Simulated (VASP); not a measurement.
Set up this calculation in VASP 6.6.1, as the native input.

```yaml
Task: relaxation of the atoms
Functional: PBE
Potentials_or_basis: VASP PAW PBE potentials, release 64 (C)
Cutoff: 420 eV
k_mesh: 8 × 4 × 1
Occupations: gaussian, width 0.05 eV
Spin: no spin polarisation
Further_INCAR_settings: ALGO = Normal; EDIFF = 1e-06; IBRION = 2; EDIFFG = -0.005; NSW = 60
```

The structure of C lies in POSCAR:

```
C
1.0
    2.5222498885      0.0000000000      0.0000000000
    0.0000000000      5.0444997770      0.0000000000
    0.0000000000      0.0000000000     22.0257500000
C
20
Direct
    0.0000000000      0.1132173594      0.6821901638
    0.0000000000      0.3867826406      0.6821901638
    0.5000000000      0.0000000000      0.6417034607
    0.5000000000      0.5000000000      0.6417034607
    0.5000000000      0.2500000000      0.6012167577
    0.5000000000      0.7500000000      0.6012167577
    0.0000000000      0.2500000000      0.5607300546
    0.0000000000      0.7500000000      0.5607300546
    0.0000000000      0.5000000000      0.5202433515
    0.0000000000      0.0000000000      0.5202433515
    0.5000000000      0.5000000000      0.4797566485
    0.5000000000      0.0000000000      0.4797566485
    0.5000000000      0.7500000000      0.4392699454
    0.5000000000      0.2500000000      0.4392699454
    0.0000000000      0.7500000000      0.3987832423
    0.0000000000      0.2500000000      0.3987832423
    0.0000000000      0.0000000000      0.3582965393
    0.0000000000      0.5000000000      0.3582965393
    0.5000000000      0.1132173594      0.3178098362
    0.5000000000      0.3867826406      0.3178098362
```

The slab is cut from a database's or a generator's crystal, which needn't be the stable form of the element.

One way to write it, as run:

INCAR

```
SYSTEM = C
PREC = Accurate
ENCUT = 420
EDIFF = 1E-6
ISMEAR = 0
SIGMA = 0.05
LREAL = .FALSE.
LASPH = .TRUE.
NELM = 60
ALGO = Normal
ISIF = 2
LWAVE = .FALSE.
LCHARG = .FALSE.
GGA = PE
IBRION = 2
NSW = 60
EDIFFG = -0.005
```

KPOINTS

```
regular mesh
0
G
  8 4 1
  0 0 0
```

Potentials or basis: VASP PAW PBE potentials, release 64 (C).

Run with:

```bash
$ cat potpaw_PBE.64/C/POTCAR > POTCAR
$ mpirun -np 1 vasp_std > vasp.out
```

Results of the run:

- Energy gained by relaxing: 175.3 meV/atom
- Ionic steps: 26
- Band gap on the k mesh: 1.29 eV, indirect (least direct gap 2.00 eV)

It took 35 min on 1 thread of AMD EPYC 7R13 Processor (Zen 3) (shared host), peak memory 0.32 GiB.
